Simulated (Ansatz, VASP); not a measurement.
# Two plane-wave programs on Cd4Te

INCAR

```
PREC = Accurate
ENCUT = 600
EDIFF = 1E-6
ISMEAR = 0
SIGMA = 0.1
LREAL = F
LASPH = T
NELM = 100
ALGO = Normal
ISIF = 3
LWAVE = F
LCHARG = F
GGA = PE
IBRION = 2
NSW = 90
EDIFFG = -0.04
```

The input KPOINTS:

```
regular mesh
0
Gamma
  4 4 4
```

Contents of POSCAR:

```
Cd4Te
1.0
   -3.1445526900      3.1445526900      3.1445526900
    3.1445526900     -3.1445526900      3.1445526900
    3.1445526900      3.1445526900     -3.1445526900
Cd Te
4 1
Direct
    0.5000000000      0.5000000000      0.5000000000
    0.5000000000      0.0000000000      0.0000000000
    0.0000000000      0.0000000000      0.5000000000
    0.0000000000      0.5000000000      0.0000000000
    0.0000000000      0.0000000000      0.0000000000
```

Input for Ansatz:

```yaml
crystal:
  lattice:
    - [-3.14455269, 3.14455269, 3.14455269]
    - [3.14455269, -3.14455269, 3.14455269]
    - [3.14455269, 3.14455269, -3.14455269]
  atoms:
    - { symbol: Cd, position: [0.5, 0.5, 0.5] }
    - { symbol: Cd, position: [0.5, 0.0, 0.0] }
    - { symbol: Cd, position: [0.0, 0.0, 0.5] }
    - { symbol: Cd, position: [0.0, 0.5, 0.0] }
    - { symbol: Te, position: [0.0, 0.0, 0.0] }
basis:
  ecutwfc: 420
kpoints:
  mp_grid: { grid: [4, 4, 4] }
hamiltonian:
  xc: pbe
scf:
  occupations: { method: gaussian, width: 0.1 }
  lower_state_search: "off"
output:
  forces: true
  stress: true
  eigenvalues: true
relax:
  adjacent_minimum: "off"
  f_tol: 0.04
  max_steps: 70
  cell: { stress_tol: 0.4 }
```

Change from the starting cell: species swapped into the Hg4Pt type (Im-3m, No. 229).

Alike in both runs: task relaxation of cell and atoms; functional PBE; k mesh 4 × 4 × 4; occupations gaussian, width 0.1 eV; no spin polarisation.

|  | VASP | Ansatz |
| --- | --- | --- |
| version | VASP 6.6.1 | Ansatz 0.2.0 |
| potentials or method | VASP PAW PBE potentials, release 64 (Cd, Te) | scalar-relativistic, plane waves, PAW |
| plane-wave cutoff (eV) | 600 | 420 |
| valence electrons in the cell | 54 | 96 |

Ansatz gave:

```
gap on the k mesh at the Fermi level, each at its own relaxed structure (eV) : none
relaxed volume (Å³/atom)                                                     : 33.68
relaxed cell length with the largest relative difference (Å)                 : 6.025
energy change over the relaxation (meV/atom)                                 : -302
```

Q: What did VASP give for the same quantities?

A: gap on the k mesh at the Fermi level, each at its own relaxed structure (eV): none; relaxed volume (Å³/atom): 33.95; relaxed cell length with the largest relative difference (Å): 6.041; energy change over the relaxation (meV/atom): -313.

A gap of «none» marks a metal or a gap that the smearing closes. The two sets of potentials don't hold the same shells in valence.

Caveats: the volume moved by over 15 % at a fixed basis, so the end points are rough (VASP). Spin-orbit coupling is left out, which matters for the levels of Te.
